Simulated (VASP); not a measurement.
# C (P4/mmm) in VASP: equation of state

Aim: energy against volume of C in PBE, for its equilibrium volume and stiffness.

Everything below comes from runs of VASP 6.6.1. Logs are shortened: lines on timing, memory, paths and dates and some standing lists are left out, and cuts for length are marked.

## (1) The structure

It takes space group P4/mmm (No. 123, tetragonal). The conventional cell has a = 3.445 Å, b = 3.445 Å, c = 4.437 Å, α = 90.00°, β = 90.00°, γ = 90.00°. C (site symmetry m2m) has 3 C at 1.37 to 1.47 Å as nearest neighbours.

The cell was built by a generator and needn't be a form met in nature.

## (2) Equation of state, PBE, 12.37 Å³/atom (volume scaled by 0.94)

File INCAR:

```
SYSTEM = C
PREC     = Accurate       ! precision mode
ENCUT    = 520            ! plane-wave cutoff, eV
EDIFF    = 1E-7           ! SCF threshold, eV
ISMEAR   = -1             ! smearing method
SIGMA    = 0.05           ! smearing width, eV
LREAL    = .FALSE.        ! projectors in reciprocal space
LASPH    = .TRUE.         ! aspherical terms in the spheres
NELM     = 100            ! most SCF steps
ALGO     = Normal         ! electronic algorithm
ISIF     = 2              ! what is computed and relaxed
LWAVE    = .FALSE.        ! write WAVECAR
LCHARG   = .FALSE.        ! write CHGCAR
GGA      = PE             ! functional
NBANDS   = 16             ! bands
```

File KPOINTS:

```
regular mesh
0
G
  8 8 6
  0 0 0
```

File POSCAR:

```
C
1.0
    3.3743019018      0.0000000000      0.0000000000
    0.0000000000      3.3743019018      0.0000000000
    0.0000000000      0.0000000000      4.3464431561
C
4
Direct
    0.1990900000      0.5000000000      0.0000000000
    0.8009100000      0.5000000000      0.0000000000
    0.5000000000      0.1990900000      0.0000000000
    0.5000000000      0.8009100000      0.0000000000
```

Potentials or basis: VASP PAW PBE potentials, release 64 (C).

Launch:

```
> cat potpaw_PBE.64/C/POTCAR > POTCAR
> mpirun -np 1 vasp_std > vasp.out
```

OUTCAR:

```text
SYSTEM = C
   PREC = Accurate
   ENCUT = 520
   EDIFF = 1E-7
   ISMEAR = -1
   LREAL = .FALSE.
   LASPH = .TRUE.
   NELM = 100
   ISIF = 2
   GGA = PE

 Found     60 irreducible k-points:

 Following reciprocal coordinates:
            Coordinates               Weight
  0.000000  0.000000  0.000000      1.000000
  0.125000  0.000000  0.000000      4.000000
  0.250000  0.000000  0.000000      4.000000
  0.375000  0.000000  0.000000      4.000000
  0.500000  0.000000  0.000000      2.000000
  0.125000  0.125000  0.000000      4.000000
   k-points           NKPTS =     60   k-points in BZ     NKDIM =     60   number of bands    NBANDS=     16
   number of dos      NEDOS =    301   number of ions     NIONS =      4
   total plane-waves  NPLWV =  25088
   dimension x,y,z NGX =    28 NGY =   28 NGZ =   32
   dimension x,y,z NGXF=    56 NGYF=   56 NGZF=   64
   ions per type =               4
   NGX,Y,Z   is equivalent  to a cutoff of  13.80, 13.80, 12.24 a.u.
   NGXF,Y,Z  is equivalent  to a cutoff of  27.59, 27.59, 24.48 a.u.
 SYSTEM =  C
   PREC   = accura    normal or accurate (medium, high low for compatibility)
   ISTART =      0    job   : 0-new  1-cont  2-samecut
   ICHARG =      2    charge: 1-file 2-atom 10-const
   ISPIN  =      1    spin polarized calculation?
   LNONCOLLINEAR =      F non collinear calculations
   LSORBIT =      F    spin-orbit coupling
   LASPH  =      T    aspherical Exc in radial PAW
   ENCUT  =  520.0 eV  38.22 Ry    6.18 a.u.   6.27  6.27  8.08*2*pi/ulx,y,z
   NELM   =    100;   NELMIN=  2; NELMDL= -5     # of ELM steps
   EDIFF  = 0.1E-06   stopping-criterion for ELM
   LREAL  =      F    real-space projection
   EDIFFG = 0.1E-05   stopping-criterion for IOM
   NSW    =      0    number of steps for IOM
   IBRION =     -1    ionic relax: 0-MD 1-quasi-New 2-CG
   NFREE  =      0    steps in history (QN), initial steepest desc. (CG)
   ISIF   =      2    stress and relaxation
   ISYM   =      2    0-nonsym 1-usesym 2-fastsym
   POTIM  = 0.5000    time-step for ionic-motion
   TEBEG  =    0.0;   TEEND  =   0.0 temperature during run
   PSTRESS=    0.0 pullay stress
   NELECT =      16.0000    total number of electrons
   NUPDOWN=      -1.0000    fix difference up-down
   EMIN   =  10.00;   EMAX   =-10.00  energy-range for DOS
   EFERMI =   0.00;   METHOD = LEGACY
   ISMEAR =    -1;   SIGMA  =   0.05  broadening in eV -4-tet -1-fermi 0-gaus
   EFERMI_NEDOS =   21; number of points for ismear=-14 and -15
   IALGO  =     38    algorithm
   IMIX   =      4    mixing-type and parameters
     AMIX     =   0.40;   BMIX     =  1.00
     AMIX_MAG =   1.60;   BMIX_MAG =  1.00
  volume/ion in A,a.u.               =      12.37        83.49
  Fermi-wavevector in a.u.,A,eV,Ry     =   1.123606  2.123308 17.177237  1.262491
  Thomas-Fermi vector in A             =   2.260274
   LORBIT       =      0    0 simple, 1 ext, 2 COOP (PROOUT), +10 PAW based schemes
   GGA     = PE    functional components
   LHFCALC =     F    Hartree Fock is set to
   AEXX    =    0.0000 exact exchange contribution
   IVDW    =     0    specifies the selected vdW correction
   LEPSILON=     F    determine dielectric tensor
   LRPA    =     F    only Hartree local field effects (RPA)
 non-spin polarized calculation
  energy-cutoff  :      520.00
  volume of cell :       49.49
 maximum number of plane-waves:      1350
 NGX is ok and might be reduce to    28
   NGX = 13   NGY = 13   NGZ = 17

 number of electron      16.0000000 magnetization

 Free energy of the ion-electron system (eV)
  ---------------------------------------------------
  ext. energy  EPLUGINS =         0.00000000
  ---------------------------------------------------
  free energy    TOTEN  =       -34.77834817 eV

  energy without entropy =      -34.77833937  energy(sigma->0) =      -34.77834377

 E-fermi :   1.7065     XC(G=0):  -8.1755

 val. band max:        1.2812471494   @ k =   0.3750   0.3750   0.0000
 cond. band min:       2.1228574647   @ k =   0.1250   0.1250   0.5000
 fundamental gap:      0.8416103153
 Fermi energy:         1.7064701844

 k-point     1 :       0.0000    0.0000    0.0000
  band No.  band energies     occupation
      1     -17.7427      2.00000
      2      -9.4730      2.00000
      3      -9.2065      2.00000
      4      -7.5245      2.00000
      5      -7.5245      2.00000
      6      -5.3837      2.00000
      7      -0.8601      2.00000
      8       3.7343      0.00000
      9       5.1971      0.00000
     10       5.9900      0.00000
     11       5.9900      0.00000
     12       9.1284      0.00000
     13       9.1284      0.00000
     14      12.5839      0.00000
     15      15.1867      0.00000
     16      16.5086      0.00000

 k-point     2 :       0.1250    0.0000    0.0000
  band No.  band energies     occupation
      1     -17.6350      2.00000
      2     -10.3944      2.00000
      3      -9.2986      2.00000
      4      -7.3818      2.00000
      5      -6.4294      2.00000
      6      -5.2270      2.00000
      7      -1.3307      2.00000
      8       2.7930      0.00000
      9       5.3784      0.00000
     10       6.0332      0.00000
     11       6.6490      0.00000
     12       8.6904      0.00000
     13       9.8359      0.00000
     14      13.0178      0.00000
     15      15.1794      0.00000
     16      15.5821      0.00000

 k-point     3 :       0.2500    0.0000    0.0000
  band No.  band energies     occupation
      1     -17.3358      2.00000
      2     -11.7963      2.00000
      3      -9.2634      2.00000
      4      -6.9656      2.00000
      5      -4.8844      2.00000
      6      -4.7781      2.00000
      7      -2.4150      2.00000
      8       1.2097      1.99990
      9       5.9175      0.00000
     10       6.1406      0.00000
     11       7.5249      0.00000
     12       8.0781      0.00000
     13      11.6046      0.00000
     14      11.9149      0.00000
     15      15.2778      0.00000
     16      16.0204      0.00000

 k-point     4 :       0.3750    0.0000    0.0000
  band No.  band energies     occupation
      1     -16.9473      2.00000
      2     -12.8992      2.00000
      3      -9.2215      2.00000
      4      -6.3390      2.00000
      5      -4.1424      2.00000
      6      -3.7049      2.00000
      7      -3.5940      2.00000
      8      -0.2172      2.00000
      9       6.2529      0.00000
     10       6.7942      0.00000
     11       7.8473      0.00000
     12       8.1248      0.00000
     13      10.0099      0.00000
     14      13.8057      0.00000
     15      13.8280      0.00000
     16      16.2677      0.00000

 k-point     5 :       0.5000    0.0000    0.0000
  band No.  band energies     occupation
      1     -16.7389      2.00000
      2     -13.3515      2.00000
      3      -9.2036      2.00000
      4      -5.8820      2.00000
      5      -4.2560      2.00000
      6      -3.7460      2.00000
      7      -3.2607      2.00000
      8      -0.8912      2.00000
      9       6.3010      0.00000
     10       7.5954      0.00000
     11       7.9603      0.00000
     12       8.3443      0.00000
     13       8.7241      0.00000
     14      13.0695      0.00000
     15      15.4642      0.00000
     16      16.1533      0.00000

 k-point     6 :       0.1250    0.1250    0.0000
  band No.  band energies     occupation
      1     -17.5274      2.00000
      2     -10.4706      2.00000
      3     -10.1591      2.00000
      4      -6.4758      2.00000
      5      -6.2008      2.00000
      6      -5.0691      2.00000
      7      -1.7339      2.00000
      8       2.3602      0.00000
      9       5.1559      0.00000
     10       5.5646      0.00000
     11       7.7913      0.00000
     12       9.2432      0.00000
     13       9.4579      0.00000
     14      13.5012      0.00000
     15      14.6706      0.00000
     16      15.7790      0.00000

 [... further k-points ...]

------------------------ aborting loop because EDIFF is reached ----------------------------------------

  FORCE on cell =-STRESS in cart. coord.  units (eV):
  Direction    XX          YY          ZZ          XY          YZ          ZX
  --------------------------------------------------------------------------------------
  -------------------------------------------------------------------------------------
  Total        5.6754009      5.6754009      0.0055751      0.0000000     -0.0000000      0.0000000
  in kB      183.7406499    183.7406499      0.1804920      0.0000000     -0.0000000      0.0000000
  external PRESSURE =     122.5539306 kB  Pullay stress =       0.0000000 kB

 VOLUME and BASIS-vectors are now :
 -----------------------------------------------------------------------------
  energy-cutoff  :      520.00
  volume of cell :       49.49
      direct lattice vectors                 reciprocal lattice vectors
     3.374301902  0.000000000  0.000000000     0.296357596  0.000000000  0.000000000
     0.000000000  3.374301902  0.000000000     0.000000000  0.296357596  0.000000000
     0.000000000  0.000000000  4.346443156     0.000000000  0.000000000  0.230073180

 POSITION                                       TOTAL-FORCE (eV/Angst)
 -----------------------------------------------------------------------------------
      0.67179      1.68715      0.00000         0.012112     -0.000000     -0.000000
      2.70251      1.68715      0.00000        -0.012112     -0.000000     -0.000000
      1.68715      0.67179      0.00000        -0.000000      0.012112     -0.000000
      1.68715      2.70251      0.00000         0.000000     -0.012112      0.000000
 -----------------------------------------------------------------------------------
    total drift:                               -0.000000      0.000000     -0.000000

  FREE ENERGIE OF THE ION-ELECTRON SYSTEM (eV)
  ---------------------------------------------------
  free  energy   TOTEN  =       -34.7783481672 eV

  energy  without entropy=      -34.7783393717  energy(sigma->0) =      -34.77834377
```

Run time: 18 s. Hardware: 1 thread of Intel Xeon 6975P-C (Granite Rapids), shared host; peak memory 0.17 GiB.

What came out:

```yaml
Free_energy: -34.7783 eV
Pressure: 12.3 GPa
Largest_force: 0.012 eV/Å
Band_gap_on_the_k_mesh: none (metal or under the smearing width)
```

Caveat: this functional lacks dispersion, which binds the layers, so the pressure and a relaxed spacing across them are unreliable.

## (3) Equation of state, PBE, 12.64 Å³/atom (volume scaled by 0.96)

File INCAR:

```
  PREC = Accurate
  ENCUT = 520
  EDIFF = 1E-7
  ISMEAR = -1
  SIGMA = 0.05
  LREAL = False
  LASPH = True
  NELM = 100
  ALGO = Normal
  ISIF = 2
  LWAVE = False
  LCHARG = False
  GGA = PE
  NBANDS = 16
```

File KPOINTS:

```
Automatic mesh
0
Gamma
  8 8 6
```

File POSCAR:

```
C
1.0
    3.3980653742      0.0000000000      0.0000000000
    0.0000000000      3.3980653742      0.0000000000
    0.0000000000      0.0000000000      4.3770529192
C
4
Direct
    0.1990900000      0.5000000000      0.0000000000
    0.8009100000      0.5000000000      0.0000000000
    0.5000000000      0.1990900000      0.0000000000
    0.5000000000      0.8009100000      0.0000000000
```

Potentials or basis: VASP PAW PBE potentials, release 64 (C).

Launch:

```
> cat potpaw_PBE.64/C/POTCAR > POTCAR
> mpirun -np 1 vasp_std > vasp.out
```

It took 20 s on 1 thread of Intel Xeon 6975P-C (Granite Rapids), shared host; peak memory 0.17 GiB.

The run converged. Its results:

- Free energy: -34.8448 eV
- Pressure: 7.8 GPa
- Largest force: 0.038 eV/Å
- Band gap on the k mesh: none (metal or under the smearing width)

Caveat: this functional lacks dispersion, which binds the layers, so the pressure and a relaxed spacing across them are unreliable.

## (4) Equation of state, PBE, 12.90 Å³/atom (volume scaled by 0.98)

File INCAR:

```
  PREC = Accurate
  ENCUT = 520
  EDIFF = 1E-7
  ISMEAR = -1
  SIGMA = 0.05
  LREAL = F
  LASPH = T
  NELM = 80
  ALGO = Normal
  ISIF = 2
  LWAVE = F
  LCHARG = F
  GGA = PE
  NBANDS = 16
```

File KPOINTS:

```
regular mesh
0
Gamma
  8 8 6
```

File POSCAR:

```
C
1.0
    3.4215010484      0.0000000000      0.0000000000
    0.0000000000      3.4215010484      0.0000000000
    0.0000000000      0.0000000000      4.4072404450
C
4
Direct
    0.1990900000      0.5000000000      0.0000000000
    0.8009100000      0.5000000000      0.0000000000
    0.5000000000      0.1990900000      0.0000000000
    0.5000000000      0.8009100000      0.0000000000
```

Launch:

```
> cat potpaw_PBE.64/C/POTCAR > POTCAR
> mpirun -np 1 vasp_std > vasp.out
```

It took 21 s on 1 thread of Intel Xeon 6975P-C (Granite Rapids), shared host; peak memory 0.17 GiB.

The run converged. Its results:

| Property | Result |
| --- | --- |
| Free energy | -34.8833 eV |
| Pressure | 3.8 GPa |
| Largest force | 0.063 eV/Å |
| Band gap on the k mesh | none (metal or under the smearing width) |

Caveat: this functional lacks dispersion, which binds the layers, so the pressure and a relaxed spacing across them are unreliable.

## (5) Equation of state, PBE, 13.42 Å³/atom (volume scaled by 1.02)

File INCAR:

```
  ALGO = Normal
  EDIFF = 1E-7
  ENCUT = 520
  GGA = PE
  ISIF = 2
  ISMEAR = -1
  LASPH = True
  LCHARG = False
  LREAL = False
  LWAVE = False
  NBANDS = 16
  NELM = 60
  PREC = Accurate
  SIGMA = 0.05
```

File KPOINTS:

```
k-points
0
Gamma
  8 8 6
```

File POSCAR:

```
C
1.0
    3.4674327178      0.0000000000      0.0000000000
    0.0000000000      3.4674327178      0.0000000000
    0.0000000000      0.0000000000      4.4664050948
C
4
Direct
    0.1990900000      0.5000000000      0.0000000000
    0.8009100000      0.5000000000      0.0000000000
    0.5000000000      0.1990900000      0.0000000000
    0.5000000000      0.8009100000      0.0000000000
```

Launch:

```
> cat potpaw_PBE.64/C/POTCAR > POTCAR
> mpirun -np 1 vasp_std > vasp.out
```

Run time: 18 s. Hardware: 1 thread of Intel Xeon 6975P-C (Granite Rapids), shared host; peak memory 0.18 GiB.

The run converged. Its results:

- Free energy: -34.8865 eV
- Pressure: -3.3 GPa
- Largest force: 0.107 eV/Å
- Band gap on the k mesh: none (metal or under the smearing width)

Caveat: this functional lacks dispersion, which binds the layers, so the pressure and a relaxed spacing across them are unreliable.

## (6) Equation of state, PBE, 13.69 Å³/atom (volume scaled by 1.04)

File INCAR:

```
PREC     = Accurate       # precision mode
ENCUT    = 520            # plane-wave cutoff, eV
EDIFF    = 1E-7           # SCF threshold, eV
ISMEAR   = -1             # smearing method
SIGMA    = 0.05           # smearing width, eV
LREAL    = False          # projectors in reciprocal space
LASPH    = True           # aspherical terms in the spheres
NELM     = 100            # most SCF steps
ALGO     = Normal         # electronic algorithm
ISIF     = 2              # what is computed and relaxed
LWAVE    = False          # write WAVECAR
LCHARG   = False          # write CHGCAR
GGA      = PE             # functional
NBANDS   = 16             # bands
```

File KPOINTS:

```
Automatic mesh
0
Gamma
  8 8 6
```

File POSCAR:

```
C
1.0
    3.4899491456      0.0000000000      0.0000000000
    0.0000000000      3.4899491456      0.0000000000
    0.0000000000      0.0000000000      4.4954085379
C
4
Direct
    0.1990900000      0.5000000000      0.0000000000
    0.8009100000      0.5000000000      0.0000000000
    0.5000000000      0.1990900000      0.0000000000
    0.5000000000      0.8009100000      0.0000000000
```

Potentials or basis: VASP PAW PBE potentials, release 64 (C).

Launch:

```
> cat potpaw_PBE.64/C/POTCAR > POTCAR
> mpirun -np 1 vasp_std > vasp.out
```

It took 18 s on 1 thread of Intel Xeon 6975P-C (Granite Rapids), shared host; peak memory 0.17 GiB.

It converged, with:

- Free energy: -34.8552 eV
- Pressure: -6.4 GPa
- Largest force: 0.127 eV/Å
- Band gap on the k mesh: none (metal or under the smearing width)

Caveat: this functional lacks dispersion, which binds the layers, so the pressure and a relaxed spacing across them are unreliable.

## (7) Equation of state, PBE, 13.95 Å³/atom (volume scaled by 1.06)

File INCAR:

```
SYSTEM = C
PREC     = Accurate       ! precision mode
ENCUT    = 520            ! plane-wave cutoff, eV
EDIFF    = 1E-7           ! SCF threshold, eV
ISMEAR   = -1             ! smearing method
SIGMA    = 0.05           ! smearing width, eV
LREAL    = .FALSE.        ! projectors in reciprocal space
LASPH    = .TRUE.         ! aspherical terms in the spheres
NELM     = 80             ! most SCF steps
ALGO     = Normal         ! electronic algorithm
ISIF     = 2              ! what is computed and relaxed
LWAVE    = .FALSE.        ! write WAVECAR
LCHARG   = .FALSE.        ! write CHGCAR
GGA      = PE             ! functional
NBANDS   = 16             ! bands
```

File KPOINTS:

```
Automatic mesh
0
G
  8 8 6
  0 0 0
```

File POSCAR:

```
C
1.0
    3.5121787204      0.0000000000      0.0000000000
    0.0000000000      3.5121787204      0.0000000000
    0.0000000000      0.0000000000      4.5240424853
C
4
Direct
    0.1990900000      0.5000000000      0.0000000000
    0.8009100000      0.5000000000      0.0000000000
    0.5000000000      0.1990900000      0.0000000000
    0.5000000000      0.8009100000      0.0000000000
```

Launch:

```
> cat potpaw_PBE.64/C/POTCAR > POTCAR
> mpirun -np 1 vasp_std > vasp.out
```

Wall time 20 s (1 thread of Intel Xeon 6975P-C (Granite Rapids), shared host); peak memory 0.18 GiB.

The run converged. Its results:

| Quantity | Value |
| --- | --- |
| Free energy | -34.8047 eV |
| Pressure | -9.2 GPa |
| Largest force | 0.146 eV/Å |
| Band gap on the k mesh | none (metal or under the smearing width) |

Caveat: this functional lacks dispersion, which binds the layers, so the pressure and a relaxed spacing across them are unreliable.

## (8) Equation of state, PBE

No new run: the results of the series are fitted here.

What came out:

| Property | Result |
| --- | --- |
| Equilibrium volume | 13.18 Å³/atom |
| Bulk modulus at fixed shape and positions | 176 GPa |
| Pressure derivative of the bulk modulus | 3.5 |

Energy against volume, from the lowest point:
```
volume (Å³/atom)  energy (meV/atom)
          12.372              29.54
          12.635              12.93
          12.899               3.30
          13.162               0.00
          13.425               2.51
          13.688              10.32
          13.951              22.96
```

Caveat: the cell was scaled at fixed shape and fractional positions, which overstates the stiffness of a crystal with free parameters, most of all of layers and chains; this functional lacks dispersion, which binds the layers, so the pressure and a relaxed spacing across them are unreliable.
